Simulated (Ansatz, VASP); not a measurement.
**Hf in VASP and in Ansatz**

Contents of INCAR:

```
PREC = Accurate ; ENCUT = 520
EDIFF = 1E-6 ; ISMEAR = 0
SIGMA = 0.1 ; LREAL = F
LASPH = T ; NELM = 60
ALGO = Normal ; ISIF = 2
LWAVE = F ; LCHARG = T
GGA = PS ; LELF = T
LVHAR = T ; NBANDS = 11
```

The input KPOINTS:

```
Automatic mesh
0
Gamma
  8 8 8
```

File POSCAR:

```
Hf
1.0
   -1.6738016144      1.6738016144      1.6738016144
    1.6738016144     -1.6738016144      1.6738016144
    1.6738016144      1.6738016144     -1.6738016144
Hf
1
Direct
    0.0000000000      0.0000000000      0.0000000000
```

Input for Ansatz:

```yaml
crystal:
  lattice:
    - [-1.6738016144, 1.6738016144, 1.6738016144]
    - [1.6738016144, -1.6738016144, 1.6738016144]
    - [1.6738016144, 1.6738016144, -1.6738016144]
  atoms:
    - { symbol: Hf, position: [0.0, 0.0, 0.0] }
basis:
  ecutwfc: 420
kpoints:
  mp_grid: { grid: [8, 8, 8] }
hamiltonian:
  xc: pbesol
scf:
  occupations: { method: gaussian, width: 0.1 }
output:
  forces: true
  stress: true
  eigenvalues: true
```

Alike in both runs: task single point; functional PBEsol; k mesh 8 × 8 × 8; occupations gaussian, width 0.1 eV; no spin polarisation.

|  | VASP | Ansatz |
| --- | --- | --- |
| version | VASP 6.6.1 | Ansatz 0.2.0 |
| potentials or method | VASP PAW PBE potentials, release 64 (Hf_pv) | scalar-relativistic, plane waves, PAW |
| plane-wave cutoff (eV) | 520 | 420 |
| valence electrons in the cell | 10 | 26 |

|  | VASP | Ansatz | Ansatz less VASP |
| --- | --- | --- | --- |
| gap on the k mesh at the Fermi level (eV) | none | none | - |
| pressure (GPa) | 17.4 | 17.5 | +0.13 |

A gap of «none» marks a metal or a gap that the smearing closes. The functional is the same, so the differences come from potentials, cutoffs and numerics. The two sets of potentials don't hold the same shells in valence.

Caveats: so large a pressure means that the cell lies far from this level's equilibrium, or that cutoff or potentials fall short (VASP); the potentials were made for another functional, which shifts forces and pressure (VASP). Spin-orbit coupling is left out, which matters for the levels of Hf.
